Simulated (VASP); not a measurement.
# Ga2O3: band structure with PBEsol

Crystal: Ga2O3.

```
CELL_PARAMETERS angstrom
6.13721 -1.52457 0.00776
6.13721 1.52457 0.00776
-1.38570 0.00000 5.64395
ATOMIC_POSITIONS crystal
Ga 0.09045 0.09045 0.79517
Ga 0.90955 0.90955 0.20483
Ga 0.65871 0.65871 0.31416
Ga 0.34129 0.34129 0.68584
O 0.16521 0.16521 0.10931
O 0.83479 0.83479 0.89069
O 0.17321 0.17321 0.56283
O 0.82679 0.82679 0.43717
O 0.49624 0.49624 0.25600
O 0.50376 0.50376 0.74400
```

```
Program                : VASP 6.6.1
Task                   : band structure
Functional             : PBEsol
Potentials or basis    : VASP PAW PBE potentials, release 64 (Ga_d, O)
Cutoff                 : 520 eV
k mesh                 : 10 × 10 × 6
Occupations            : gaussian, width 0.03 eV
Spin                   : no spin polarisation
Further INCAR settings : ALGO = Normal; EDIFF = 1e-07; NBANDS = 55
```

```yaml
Pressure: 0.2 GPa
Largest_force: 0.004 eV/Å
Band_gap_on_the_k_mesh: 2.22 eV, indirect (least direct gap 2.24 eV)
Band_gap_along_the_path: 2.24 eV, indirect (least direct gap 2.24 eV)
```

Forces on the atoms (eV/Å):
```
Ga   0.000  0.000 -0.001
Ga   0.000  0.000  0.001
Ga   0.002  0.000  0.001
Ga  -0.002  0.000 -0.001
O    0.004  0.000  0.000
O   -0.004  0.000  0.000
O    0.001  0.000 -0.003
O   -0.001  0.000  0.003
O    0.002  0.000 -0.001
O   -0.002  0.000  0.001
```

Levels at the corners of the path, in eV from the valence-band top:
| point | band 42 | band 43 | band 44 | band 45 | band 46 | band 47 |
| --- | --- | --- | --- | --- | --- | --- |
| X | -0.71 | -0.46 | -0.10 | 5.48 | 6.36 | 7.07 |
| Γ | -0.48 | -0.28 | -0.01 | 2.24 | 5.54 | 6.54 |
| Γ | -0.48 | -0.28 | -0.01 | 2.24 | 5.54 | 6.54 |
| Y | -0.64 | -0.50 | -0.29 | 4.62 | 4.76 | 6.57 |
| L | -1.05 | -0.73 | -0.64 | 6.74 | 6.77 | 7.67 |
| Γ | -0.48 | -0.28 | -0.01 | 2.24 | 5.54 | 6.54 |
| Γ | -0.48 | -0.28 | -0.01 | 2.24 | 5.54 | 6.54 |
| Z | -0.61 | -0.59 | 0.00 | 5.03 | 5.16 | 6.08 |
| N | -1.05 | -0.73 | -0.64 | 6.74 | 6.77 | 7.67 |
| Γ | -0.48 | -0.28 | -0.01 | 2.24 | 5.54 | 6.54 |
| Γ | -0.48 | -0.28 | -0.01 | 2.24 | 5.54 | 6.54 |
| M | -0.67 | -0.41 | -0.14 | 4.43 | 4.67 | 5.64 |
| R | -0.71 | -0.46 | -0.10 | 5.48 | 6.36 | 7.07 |
| Γ | -0.48 | -0.28 | -0.01 | 2.24 | 5.54 | 6.54 |

Core levels (eV, on the scale of the bands):
| atom | levels |
| --- | --- |
| 1 Ga | 1s -10217.9, 2s -1251.3, 2p -1087.7, 3s -137.7, 3p -88.5 |
| 2 Ga | 1s -10217.9, 2s -1251.3, 2p -1087.7, 3s -137.7, 3p -88.5 |
| 3 Ga | 1s -10217.8, 2s -1251.1, 2p -1087.6, 3s -137.6, 3p -88.3 |
| 4 Ga | 1s -10217.8, 2s -1251.1, 2p -1087.6, 3s -137.6, 3p -88.3 |
| 5 O | 1s -500.7 |
| 6 O | 1s -500.7 |

Wall time 12 min on 4 MPI ranks on Intel(R) Xeon(R) Platinum 8259CL CPU @ 2.50GHz (Skylake/Cascade Lake), on a shared host, peak memory 1.2 GiB a rank.

Caveat: the PAW data sets were made with another functional, which shifts forces and pressure a little. As with any semilocal functional, this PBEsol gap is likely too small.
